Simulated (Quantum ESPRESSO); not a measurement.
# SiC (Moissanite) (P1) in Quantum ESPRESSO: convergence with wavefunction cutoff

Aim: find how far wavefunction cutoff must go before the results for SiC (Moissanite) settle, at PBE. This setting moves, with any that are tied to it; all else stays.

Everything below comes from runs of Quantum ESPRESSO 7.5. Logs are shortened: lines on timing, memory, paths and dates and some standing lists are left out, and cuts for length are marked.

### 1 The cell of the first run

The typed cell holds 4 atoms: a = 3.076 Å, b = 3.076 Å, c = 5.048 Å, α = 90.00°, β = 90.00°, γ = 120.00°.

The cell isn't the ideal one: atoms moved at random, drawn with an rms of 0.15 Å.

### 2 With wavefunction cutoff 33 Ry

The input, pw.in:

```
&CONTROL
  calculation = 'scf'
  prefix = 'pwscf'
  outdir = './tmp'
  pseudo_dir = './pseudo'
  tprnfor = .true.
  tstress = .true.
  disk_io = 'nowf'
/
&SYSTEM
  ibrav = 0
  nat = 4
  ntyp = 2
  ecutwfc = 33
  nbnd = 14
  occupations = 'smearing'
  smearing = 'gaussian'
  degauss = 0.00734986
/
&ELECTRONS
  conv_thr = 8d-10
  electron_maxstep = 120
  mixing_beta = 0.5
/
ATOMIC_SPECIES
Si    28.0850 Si.upf
C     12.0110 C.upf
CELL_PARAMETERS angstrom
   3.0760000000    0.0000000000    0.0000000000
  -1.5380000000    2.6638941420    0.0000000000
   0.0000000000    0.0000000000    5.0480000000
ATOMIC_POSITIONS crystal
Si     0.6773550000    0.3758780000    0.5179370000
Si     0.3005150000    0.6106130000   -0.0010370000
C      0.7224550000    0.4113500000    0.8866210000
C      0.2704930000    0.6750570000    0.3910290000
K_POINTS automatic
8 8 4 0 0 0
```

Potentials or basis: PseudoDojo 0.5 SR PBE standard.

Started as:

```bash
OMP_NUM_THREADS=1 pw.x -in pw.in > pw.out
```

pw.out:

```text
This program is part of the open-source Quantum ESPRESSO suite
     for quantum simulation of materials; please cite
         "P. Giannozzi et al., J. Phys.:Condens. Matter 21 395502 (2009);
         "P. Giannozzi et al., J. Phys.:Condens. Matter 29 465901 (2017);
         "P. Giannozzi et al., J. Chem. Phys. 152 154105 (2020);
     in publications or presentations arising from this work. More details at

     G-vector sticks info
     --------------------
     sticks:   dense  smooth     PW     G-vecs:    dense   smooth      PW
     Sum         313     313     97                 7175     7175    1291

     Using Slab Decomposition

     bravais-lattice index     =            0
     lattice parameter (alat)  =       5.8128  a.u.
     unit-cell volume          =     279.1382 (a.u.)^3
     number of atoms/cell      =            4
     number of atomic types    =            2
     number of electrons       =        16.00
     number of Kohn-Sham states=           14
     kinetic-energy cutoff     =      33.0000  Ry
     charge density cutoff     =     132.0000  Ry
     scf convergence threshold =      8.0E-10
     mixing beta               =       0.5000
     number of iterations used =            8  plain     mixing
     Exchange-correlation= PBE
                           (   1   4   3   4   0   0   0)

     celldm(1)=   5.812798  celldm(2)=   0.000000  celldm(3)=   0.000000
     celldm(4)=   0.000000  celldm(5)=   0.000000  celldm(6)=   0.000000

     crystal axes: (cart. coord. in units of alat)
               a(1) = (   1.000000   0.000000   0.000000 )
               a(2) = (  -0.500000   0.866025   0.000000 )
               a(3) = (   0.000000   0.000000   1.641092 )

     reciprocal axes: (cart. coord. in units 2 pi/alat)
               b(1) = (  1.000000  0.577350 -0.000000 )
               b(2) = (  0.000000  1.154701  0.000000 )
               b(3) = (  0.000000 -0.000000  0.609350 )

     PseudoPot. # 1 for Si read from file:
     Si.upf
     Pseudo is Norm-conserving + core correction, Zval =  4.0
     Generated using ONCVPSP code by D. R. Hamann
     Using radial grid of 1510 points,  6 beta functions with:
                l(1) =   0
                l(2) =   0
                l(3) =   1
                l(4) =   1
                l(5) =   2
                l(6) =   2

     PseudoPot. # 2 for C  read from file:
     C.upf
     Pseudo is Norm-conserving + core correction, Zval =  4.0
     Generated using ONCVPSP code by D. R. Hamann
     Using radial grid of 1248 points,  4 beta functions with:
                l(1) =   0
                l(2) =   0
                l(3) =   1
                l(4) =   1

     atomic species   valence    mass     pseudopotential
     Si                4.00    28.08500     Si( 1.00)
     C                 4.00    12.01100     C ( 1.00)

     No symmetry found

   Cartesian axes

     site n.     atom                  positions (alat units)
         1        Si     tau(   1) = (   0.4894160   0.3255199   0.8499824  )
         2        Si     tau(   2) = (  -0.0047915   0.5288064  -0.0017018  )
         3        C      tau(   3) = (   0.5167800   0.3562395   1.4550269  )
         4        C      tau(   4) = (  -0.0670355   0.5846165   0.6417147  )

     number of k points=   132  Gaussian smearing, width (Ry)=  0.0073

     Number of k-points >= 100: set verbosity='high' to print them.

     Dense  grid:     7175 G-vectors     FFT dimensions: (  24,  24,  36)

     Initial potential from superposition of free atoms

     starting charge      15.9987, renormalised to      16.0000
     Starting wfcs are   16 randomized atomic wfcs

     Self-consistent Calculation

     iteration #  1     ecut=    33.00 Ry     beta= 0.50
     Davidson diagonalization with overlap
     ethr =  1.00E-02,  avg # of iterations =  4.5

     total energy              =     -40.60559137 Ry
     estimated scf accuracy    <       0.79494730 Ry

     iteration #  2     ecut=    33.00 Ry     beta= 0.50
     Davidson diagonalization with overlap
     ethr =  4.97E-03,  avg # of iterations =  2.0
[... 50 lines left out ...]
     total energy              =     -40.78467099 Ry
     estimated scf accuracy    <       0.00000001 Ry

     iteration # 10     ecut=    33.00 Ry     beta= 0.50
     Davidson diagonalization with overlap
     ethr =  8.46E-11,  avg # of iterations =  2.0

     End of self-consistent calculation

     Number of k-points >= 100: set verbosity='high' to print the bands.

     the Fermi energy is    11.0704 ev

!    total energy              =     -40.78467099 Ry
     estimated scf accuracy    <          7.7E-11 Ry
     smearing contrib. (-TS)   =      -0.00000000 Ry
     internal energy E=F+TS    =     -40.78467099 Ry

     The total energy is F=E-TS. E is the sum of the following terms:
     one-electron contribution =      10.97814918 Ry
     hartree contribution      =       4.78384806 Ry
     xc contribution           =     -15.10669849 Ry
     ewald contribution        =     -41.43996974 Ry

     convergence has been achieved in  10 iterations

     Forces acting on atoms (cartesian axes, Ry/au):

     atom    1 type  1   force =    -0.15078209   -0.08882766   -0.01143547
     atom    2 type  1   force =     0.10082637    0.16765743    0.14450009
     atom    3 type  2   force =    -0.12847163   -0.15618276   -0.07088106
     atom    4 type  2   force =     0.17842735    0.07735299   -0.06218357

     Total force =     0.421332     Total SCF correction =     0.000011

     Computing stress (Cartesian axis) and pressure

          total   stress  (Ry/bohr**3)                   (kbar)     P=      -48.31
   0.00108614   0.00092590  -0.00004965          159.78      136.21       -7.30
   0.00092590  -0.00121066  -0.00006186          136.21     -178.09       -9.10
  -0.00004965  -0.00006186  -0.00086060           -7.30       -9.10     -126.60

=------------------------------------------------------------------------------=
   JOB DONE.
=------------------------------------------------------------------------------=
```

Wall time 25 s (1 thread of Intel Xeon at 2.70GHz, shared host); peak memory 0.06 GiB.

What came out:

```
Free energy            : -554.9037 eV
Pressure               : -4.8 GPa
Largest force          : 6.253 eV/Å
Band gap on the k mesh : 1.66 eV, indirect (least direct gap 3.17 eV)
```

### 3 With wavefunction cutoff 41 Ry

Changes to pw.in since step 2:

```diff
@@ -13,3 +13,3 @@
   ntyp = 2
-  ecutwfc = 33
+  ecutwfc = 41
   nbnd = 14
```

Potentials or basis: PseudoDojo 0.5 SR PBE standard.

Started as:

```bash
OMP_NUM_THREADS=1 pw.x -in pw.in > pw.out
```

It took 32 s on 1 thread of Intel Xeon at 2.70GHz, shared host; peak memory 0.07 GiB.

Results:

```
Free energy            : -556.3253 eV
Pressure               : 3.0 GPa
Largest force          : 6.168 eV/Å
Band gap on the k mesh : 1.69 eV, indirect (least direct gap 3.19 eV)
```

### 4 With wavefunction cutoff 49 Ry

Changes to pw.in since step 3:

```diff
@@ -13,3 +13,3 @@
   ntyp = 2
-  ecutwfc = 41
+  ecutwfc = 49
   nbnd = 14
```

Started as:

```bash
OMP_NUM_THREADS=1 pw.x -in pw.in > pw.out
```

It took 38 s on 1 thread of Intel Xeon at 2.70GHz, shared host; peak memory 0.09 GiB.

Results:

```
Free energy            : -556.9694 eV
Pressure               : 8.3 GPa
Largest force          : 6.137 eV/Å
Band gap on the k mesh : 1.72 eV, indirect (least direct gap 3.21 eV)
```

### 5 With wavefunction cutoff 57 Ry

Changes to pw.in since step 4:

```diff
@@ -13,3 +13,3 @@
   ntyp = 2
-  ecutwfc = 49
+  ecutwfc = 57
   nbnd = 14
```

Started as:

```bash
OMP_NUM_THREADS=1 pw.x -in pw.in > pw.out
```

Wall time 54 s (1 thread of Intel Xeon at 2.70GHz, shared host); peak memory 0.1 GiB.

What came out:

- Free energy: -557.2324 eV
- Pressure: 11.5 GPa
- Largest force: 6.123 eV/Å
- Band gap on the k mesh: 1.72 eV, indirect (least direct gap 3.22 eV)

### 6 With wavefunction cutoff 66 Ry

Changes to pw.in since step 5:

```diff
@@ -13,3 +13,3 @@
   ntyp = 2
-  ecutwfc = 57
+  ecutwfc = 66
   nbnd = 14
```

Potentials or basis: PseudoDojo 0.5 SR PBE standard.

Started as:

```bash
OMP_NUM_THREADS=1 pw.x -in pw.in > pw.out
```

Run time: 59 s. Hardware: 1 thread of Intel Xeon at 2.70GHz, shared host; peak memory 0.12 GiB.

The run converged. Its results:

```
Free energy            : -557.3393 eV
Pressure               : 13.3 GPa
Largest force          : 6.118 eV/Å
Band gap on the k mesh : 1.73 eV, indirect (least direct gap 3.22 eV)
```

### 7 With wavefunction cutoff 74 Ry

Changes to pw.in since step 6:

```diff
@@ -13,3 +13,3 @@
   ntyp = 2
-  ecutwfc = 66
+  ecutwfc = 74
   nbnd = 14
```

Started as:

```bash
OMP_NUM_THREADS=1 pw.x -in pw.in > pw.out
```

It took 72 s on 1 thread of Intel Xeon at 2.70GHz, shared host; peak memory 0.14 GiB.

It converged, with:

```yaml
Free_energy: -557.3664 eV
Pressure: 14.0 GPa
Largest_force: 6.117 eV/Å
Band_gap_on_the_k_mesh: 1.73 eV, indirect (least direct gap 3.22 eV)
```

### 8 With wavefunction cutoff 82 Ry

Changes to pw.in since step 7:

```diff
@@ -13,3 +13,3 @@
   ntyp = 2
-  ecutwfc = 74
+  ecutwfc = 82
   nbnd = 14
```

Started as:

```bash
OMP_NUM_THREADS=1 pw.x -in pw.in > pw.out
```

Run time: 1.9 min. Hardware: 1 thread of Intel Xeon at 2.70GHz, shared host; peak memory 0.16 GiB.

Results (log left out):

- Free energy: -557.3733 eV
- Pressure: 14.2 GPa
- Largest force: 6.117 eV/Å
- Band gap on the k mesh: 1.73 eV, indirect (least direct gap 3.22 eV)

### 9 With wavefunction cutoff 98 Ry

Changes to pw.in since step 8:

```diff
@@ -13,3 +13,3 @@
   ntyp = 2
-  ecutwfc = 82
+  ecutwfc = 98
   nbnd = 14
```

Potentials or basis: PseudoDojo 0.5 SR PBE standard.

Started as:

```bash
OMP_NUM_THREADS=1 pw.x -in pw.in > pw.out
```

It took 2.7 min on 1 thread of Intel Xeon at 2.70GHz, shared host; peak memory 0.19 GiB.

Results (log left out):

- Free energy: -557.3745 eV
- Pressure: 14.3 GPa
- Largest force: 6.117 eV/Å
- Band gap on the k mesh: 1.73 eV, indirect (least direct gap 3.22 eV)

### 10 With wavefunction cutoff 123 Ry

Changes to pw.in since step 9:

```diff
@@ -13,3 +13,3 @@
   ntyp = 2
-  ecutwfc = 98
+  ecutwfc = 123
   nbnd = 14
```

Started as:

```bash
OMP_NUM_THREADS=1 pw.x -in pw.in > pw.out
```

It took 4.2 min on 1 thread of Intel Xeon at 2.70GHz, shared host; peak memory 0.26 GiB.

It converged, with:

```
Free energy            : -557.3751 eV
Pressure               : 14.3 GPa
Largest force          : 6.117 eV/Å
Band gap on the k mesh : 1.73 eV, indirect (least direct gap 3.22 eV)
```

### 11 Result

| wavefunction cutoff | energy less the tightest run, at zero smearing (meV/atom) | pressure (GPa) | largest force (eV/Å) | gap on the mesh (eV) | SCF cycles | CPU time (s) | peak memory (GiB) |
| --- | --- | --- | --- | --- | --- | --- | --- |
| 33 Ry | 617.86 | -4.83 | 6.253 | 1.660 | 10 | 25 | 0.06 |
| 41 Ry | 262.46 | 2.96 | 6.168 | 1.692 | 11 | 32 | 0.07 |
| 49 Ry | 101.43 | 8.30 | 6.137 | 1.717 | 11 | 38 | 0.09 |
| 57 Ry | 35.68 | 11.45 | 6.123 | 1.722 | 11 | 54 | 0.1 |
| 66 Ry | 8.95 | 13.29 | 6.118 | 1.726 | 11 | 59 | 0.12 |
| 74 Ry | 2.18 | 13.95 | 6.117 | 1.727 | 11 | 72 | 0.14 |
| 82 Ry | 0.45 | 14.19 | 6.117 | 1.727 | 11 | 110 | 0.16 |
| 98 Ry | 0.16 | 14.26 | 6.117 | 1.727 | 11 | 160 | 0.19 |
| 123 Ry | 0.00 | 14.26 | 6.117 | 1.727 | 11 | 250 | 0.26 |

Against the tightest run, the energy stays within 1 meV/atom from 82 Ry on; the pressure stays within 0.1 GPa from 82 Ry on; the largest force stays within 0.005 eV/Å from 66 Ry on; the gap on the mesh stays within 0.01 eV from 57 Ry on. The tightest run that finished is the yardstick and may itself not be fully converged.
